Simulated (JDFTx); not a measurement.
# TiCo (Pm-3m) in JDFTx: reference runs

Aim: a first look at TiCo with PBE, on the cell as given.

Everything below comes from runs of JDFTx 1.7.0 (patched build). Logs are shortened: lines on timing, memory, paths and dates and some standing lists are left out, and cuts for length are marked. The log counts tension as positive stress, the text compression.

### 1 The structure

The structure is cubic, space group Pm-3m (No. 221). Conventional cell: a = 2.986 Å, b = 2.986 Å, c = 2.986 Å, α = 90.00°, β = 90.00°, γ = 90.00°. Co (site symmetry m-3m) is surrounded by 8 Ti at 2.59 Å. Ti (site symmetry m-3m) is surrounded by 8 Co at 2.59 Å.

The cell comes from a database or a generator and needn't be the stable form of this composition.

### 2 Single point, PBE, collinear spin, ferromagnetic start

TiCo.in

```
lattice \
    5.6429319488     0.0000000000     0.0000000000 \
    0.0000000000     5.6429319488     0.0000000000 \
    0.0000000000     0.0000000000     5.6429319488
coords-type Lattice
ion Co     0.5000000000     0.5000000000     0.5000000000 1
ion Ti     0.0000000000     0.0000000000     0.0000000000 1

ion-species pseudo/Co.upf
ion-species pseudo/Ti.upf
elec-cutoff 48 384
elec-ex-corr gga-PBE
kpoint-folding 9 9 9
elec-smearing Fermi 0.0018374661
elec-n-bands 23
spintype z-spin
initial-magnetic-moments Co 2 Ti 1
elec-initial-magnetization 3 no
electronic-SCF nIterations 100 energyDiffThreshold 1e-09
electronic-minimize nIterations 30 energyDiffThreshold 1e-7
converge-empty-states yes
forces-output-coords Cartesian

dump-name run.$VAR
dump End Ecomponents EigStats BandEigs Kpoints Forces Stress
```

Potentials or basis: PseudoDojo-SR-PBE-0.5-standard.

Launch:

```bash
jdftx -c 1 -i TiCo.in -o TiCo.out
```

The log of the run:

```text
*************** JDFTx 1.7.0 (patched build) ***************

Input parsed successfully to the following command list (including defaults):
[... the input with its defaults ...]

---------- Setting up symmetries ----------

Found 48 point-group symmetries of the bravais lattice
Found 48 space-group symmetries with basis
Applied RMS atom displacement 0 bohrs to make symmetries exact.

---------- Initializing the Grid ----------
R =
[      5.64293            0            0  ]
[            0      5.64293            0  ]
[            0            0      5.64293  ]
unit cell volume = 179.686
G =
[    1.11346          0          0  ]
[          0    1.11346          0  ]
[          0          0    1.11346  ]
Minimum fftbox size, Smin = [  52  52  52  ]
Chosen fftbox size, S = [  54  54  54  ]

---------- Initializing tighter grid for wavefunction operations ----------
R =
[      5.64293            0            0  ]
[            0      5.64293            0  ]
[            0            0      5.64293  ]
unit cell volume = 179.686
G =
[    1.11346          0          0  ]
[          0    1.11346          0  ]
[          0          0    1.11346  ]
Minimum fftbox size, Smin = [  36  36  36  ]
Chosen fftbox size, S = [  36  36  36  ]

---------- Exchange Correlation functional ----------
Initalized PBE GGA exchange.
Initalized PBE GGA correlation.

---------- Setting up pseudopotentials ----------
Width of ionic core gaussian charges (only for fluid interactions / plotting) set to 0

Reading pseudopotential file 'pseudo/Co.upf':
  'Co' pseudopotential, 'PBE' functional
  Generated using ONCVPSP code by D. R. Hamann
  17 valence electrons, 4 orbitals, 6 projectors, 1001 radial grid points, with lMax = 2
    3S    l: 0   occupation:  2.0   eigenvalue: -3.763303
    3P    l: 1   occupation:  6.0   eigenvalue: -2.412101
    3D    l: 2   occupation:  7.0   eigenvalue: -0.301498
    4S    l: 0   occupation:  2.0   eigenvalue: -0.201022
  Core radius for overlap checks: 1.60 bohrs.

Reading pseudopotential file 'pseudo/Ti.upf':
  'Ti' pseudopotential, 'PBE' functional
  Generated using ONCVPSP code by D. R. Hamann
  12 valence electrons, 4 orbitals, 6 projectors, 1001 radial grid points, with lMax = 2
    3S    l: 0   occupation:  2.0   eigenvalue: -2.301740
    3P    l: 1   occupation:  6.0   eigenvalue: -1.428110
    3D    l: 2   occupation:  2.0   eigenvalue: -0.156511
    4S    l: 0   occupation:  2.0   eigenvalue: -0.164159
  Core radius for overlap checks: 1.61 bohrs.

Initialized 2 species with 2 total atoms.

Folded 1 k-points by 9x9x9 to 729 k-points.

---------- Setting up k-points, bands, fillings ----------
Reduced to 35 k-points under symmetry.
Computing the number of bands and number of electrons
Calculating initial fillings.
nElectrons:  29.000000   nBands: 23   nStates: 70

----- Setting up reduced wavefunction bases (one per k-point) -----
average nbasis = 2853.754 , ideal nbasis = 2854.107

---------- Setting up ewald sum ----------
Optimum gaussian width for ewald sums = 2.005595 bohr.
Real space sum over 1331 unit cells with max indices [  5  5  5  ]
Reciprocal space sum over 2197 terms with max indices [  6  6  6  ]

---------- Allocating electronic variables ----------
Initializing wave functions:  linear combination of atomic orbitals
Note: number of bands (23) exceeds available atomic orbitals (20)
Co (M=2) pseudo-atom majority spin occupations:   s ( 1 0.5 )  p ( 3 )  d ( 5 )
Co (M=2) pseudo-atom minority spin occupations:   s ( 1 0 )  p ( 3 )  d ( 3.5 )
Ti (M=1) pseudo-atom majority spin occupations:   s ( 1 1 )  p ( 3 )  d ( 1.5 )
Ti (M=1) pseudo-atom minority spin occupations:   s ( 1 1 )  p ( 3 )  d ( 0.5 )
	FillingsUpdate:  mu: +0.937030317  nElectrons: 29.000000  magneticMoment: [ Abs: 0.33637  Tot: +0.33375 ]
LCAOMinimize: Iter:   0  F: -177.8536751219911025  |grad|_K:  3.000e-02  alpha:  1.000e+00
	FillingsUpdate:  mu: +0.797092811  nElectrons: 29.000000  magneticMoment: [ Abs: 0.35875  Tot: +0.35824 ]
LCAOMinimize: Iter:   1  F: -196.5425329628358782  |grad|_K:  1.104e-02  alpha:  3.102e-01  linmin: -9.404e-02  cgtest:  8.583e-01
LCAOMinimize: Encountered beta<0, resetting CG.
[... 79 lines of inner loops ...]
LCAOMinimize: Iter:  29  F: -200.7427989548074265  |grad|_K:  3.525e-06  alpha:  8.906e-01  linmin:  3.788e-04  cgtest: -3.028e-02
	FillingsUpdate:  mu: +0.662512284  nElectrons: 29.000000  magneticMoment: [ Abs: 0.92683  Tot: +0.83759 ]
LCAOMinimize: Iter:  30  F: -200.7427991769851303  |grad|_K:  2.650e-06  alpha:  9.662e-01  linmin: -4.512e-05  cgtest:  2.898e-03
LCAOMinimize: None of the convergence criteria satisfied after 30 iterations.

-------- Electronic minimization -----------
Will mix electronic density at each iteration.
	FillingsUpdate:  mu: +0.662512284  nElectrons: 29.000000  magneticMoment: [ Abs: 0.92683  Tot: +0.83759 ]
	FillingsUpdate:  mu: +0.653674902  nElectrons: 29.000000  magneticMoment: [ Abs: 0.92683  Tot: +0.83759 ]
SCF: Cycle:  0   F: -200.743735844501543   dF: -9.367e-04   |Residual|: 2.823e-01   |deigs|: 5.301e-02
	FillingsUpdate:  mu: +0.601097354  nElectrons: 29.000000  magneticMoment: [ Abs: 1.05639  Tot: +0.86421 ]
SCF: Cycle:  1   F: -200.105009907167727   dF: +6.387e-01   |Residual|: 6.194e-01   |deigs|: 7.110e-02
	FillingsUpdate:  mu: +0.625735894  nElectrons: 29.000000  magneticMoment: [ Abs: 0.88089  Tot: +0.66802 ]
SCF: Cycle:  2   F: -200.780757170500436   dF: -6.757e-01   |Residual|: 1.661e-01   |deigs|: 5.107e-02
	FillingsUpdate:  mu: +0.621899927  nElectrons: 29.000000  magneticMoment: [ Abs: 0.89987  Tot: +0.66989 ]
SCF: Cycle:  3   F: -200.830024398258786   dF: -4.927e-02   |Residual|: 2.285e-02   |deigs|: 9.773e-03
	FillingsUpdate:  mu: +0.621944533  nElectrons: 29.000000  magneticMoment: [ Abs: 0.90714  Tot: +0.68942 ]
SCF: Cycle:  4   F: -200.831414354896481   dF: -1.390e-03   |Residual|: 2.467e-02   |deigs|: 1.962e-03
	FillingsUpdate:  mu: +0.621507136  nElectrons: 29.000000  magneticMoment: [ Abs: 0.97255  Tot: +0.76589 ]
SCF: Cycle:  5   F: -200.831004301277801   dF: +4.101e-04   |Residual|: 1.595e-02   |deigs|: 2.202e-03
	FillingsUpdate:  mu: +0.620802925  nElectrons: 29.000000  magneticMoment: [ Abs: 1.05620  Tot: +0.83749 ]
SCF: Cycle:  6   F: -200.831667346313935   dF: -6.630e-04   |Residual|: 9.019e-03   |deigs|: 1.635e-03
	FillingsUpdate:  mu: +0.620782261  nElectrons: 29.000000  magneticMoment: [ Abs: 1.05338  Tot: +0.81890 ]
SCF: Cycle:  7   F: -200.831797168843877   dF: -1.298e-04   |Residual|: 5.120e-03   |deigs|: 2.969e-04
	FillingsUpdate:  mu: +0.620788607  nElectrons: 29.000000  magneticMoment: [ Abs: 1.07098  Tot: +0.81841 ]
SCF: Cycle:  8   F: -200.831840802298245   dF: -4.363e-05   |Residual|: 8.267e-04   |deigs|: 2.956e-04
	FillingsUpdate:  mu: +0.620805869  nElectrons: 29.000000  magneticMoment: [ Abs: 1.07404  Tot: +0.82039 ]
SCF: Cycle:  9   F: -200.831840920659914   dF: -1.184e-07   |Residual|: 6.080e-04   |deigs|: 4.194e-05
	FillingsUpdate:  mu: +0.620823892  nElectrons: 29.000000  magneticMoment: [ Abs: 1.07641  Tot: +0.82156 ]
SCF: Cycle: 10   F: -200.831841248569077   dF: -3.279e-07   |Residual|: 4.323e-04   |deigs|: 3.860e-05
	FillingsUpdate:  mu: +0.620839629  nElectrons: 29.000000  magneticMoment: [ Abs: 1.07791  Tot: +0.82134 ]
SCF: Cycle: 11   F: -200.831841638677503   dF: -3.901e-07   |Residual|: 1.175e-04   |deigs|: 3.035e-05
	FillingsUpdate:  mu: +0.620835600  nElectrons: 29.000000  magneticMoment: [ Abs: 1.07827  Tot: +0.82171 ]
SCF: Cycle: 12   F: -200.831841662803214   dF: -2.413e-08   |Residual|: 3.752e-05   |deigs|: 7.563e-06
	FillingsUpdate:  mu: +0.620835416  nElectrons: 29.000000  magneticMoment: [ Abs: 1.07845  Tot: +0.82186 ]
SCF: Cycle: 13   F: -200.831841667691094   dF: -4.888e-09   |Residual|: 2.432e-05   |deigs|: 3.014e-06
	FillingsUpdate:  mu: +0.620836396  nElectrons: 29.000000  magneticMoment: [ Abs: 1.07862  Tot: +0.82189 ]
SCF: Cycle: 14   F: -200.831841670235633   dF: -2.545e-09   |Residual|: 1.616e-05   |deigs|: 2.345e-06
	FillingsUpdate:  mu: +0.620837512  nElectrons: 29.000000  magneticMoment: [ Abs: 1.07882  Tot: +0.82193 ]
SCF: Cycle: 15   F: -200.831841670991878   dF: -7.562e-10   |Residual|: 5.890e-06   |deigs|: 2.667e-06
	FillingsUpdate:  mu: +0.620837219  nElectrons: 29.000000  magneticMoment: [ Abs: 1.07879  Tot: +0.82192 ]
SCF: Cycle: 16   F: -200.831841671274049   dF: -2.822e-10   |Residual|: 2.848e-06   |deigs|: 1.819e-06
SCF: Converged (|Delta E|<1.000000e-09 for 2 iters).

Setting wave functions to eigenvectors of Hamiltonian
Converging empty states (this may take a while): |deigs|: 9.901e-05

# Stress tensor in Cartesian coordinates [Eh/a0^3]:
[    1.301e-05            0            0  ]
[            0    1.301e-05            0  ]
[            0            0    1.301e-05  ]

# Ionic positions in lattice coordinates:
ion Co   0.500000000000000   0.500000000000000   0.500000000000000 1
ion Ti   0.000000000000000   0.000000000000000   0.000000000000000 1

# Forces in Cartesian coordinates:
force Co  -0.000000000000000  -0.000000000000000  -0.000000000000000 1
force Ti   0.000000000000000   0.000000000000000   0.000000000000000 1

# Energy components:
   Eewald =     -137.8485243577485448
       EH =       53.9146904854758020
     Eloc =     -164.6789685470771190
      Enl =      -18.1231186222947542
      Exc =      -36.7597843625168537
 Exc_core =       11.5890795972079079
       KE =       91.0754115300128149
-------------------------------------
     Etot =     -200.8312142769406989
       TS =        0.0006273943333474
-------------------------------------
        F =     -200.8318416712740486

IonicMinimize: Iter:   0  F: -200.831841671274049  |grad|_K:  2.283e-42
IonicMinimize: Converged (|grad|_K<1.000000e-04).

#--- Lowdin population analysis ---
# oxidation-state Co +0.220
# magnetic-moments Co +0.935
# oxidation-state Ti +0.129
# magnetic-moments Ti -0.066

Dumping 'run.eigStats' ...
	eMin: -2.896836 at state 0 ( [ +0.000000 +0.000000 +0.000000 ] spin 1 )
	HOMO: +0.620277 at state 10 ( [ +0.000000 +0.222222 +0.333333 ] spin 1 )
	mu  : +0.620837
	LUMO: +0.621270 at state 22 ( [ +0.111111 +0.333333 +0.333333 ] spin 1 )
	eMax: +1.228560 at state 50 ( [ +0.111111 +0.111111 +0.111111 ] spin -1 )
	HOMO-LUMO gap: +0.000993
	Optical gap  : +0.004316 at state 28 ( [ +0.222222 +0.333333 +0.333333 ] spin 1 )
Done!
```

It took 4.7 min on 1 thread of Arm Neoverse V2, shared host; peak memory 0.23 GiB.

What came out:

```yaml
Free_energy: -5464.9128 eV
Pressure: -0.4 GPa
Band_gap_on_the_k_mesh: none (metal or under the smearing width)
Net_moment: 0.82 μB per cell
Absolute_moment: 1.08 μB per cell
Site_moments: Co +0.94; Ti -0.07 μB
```
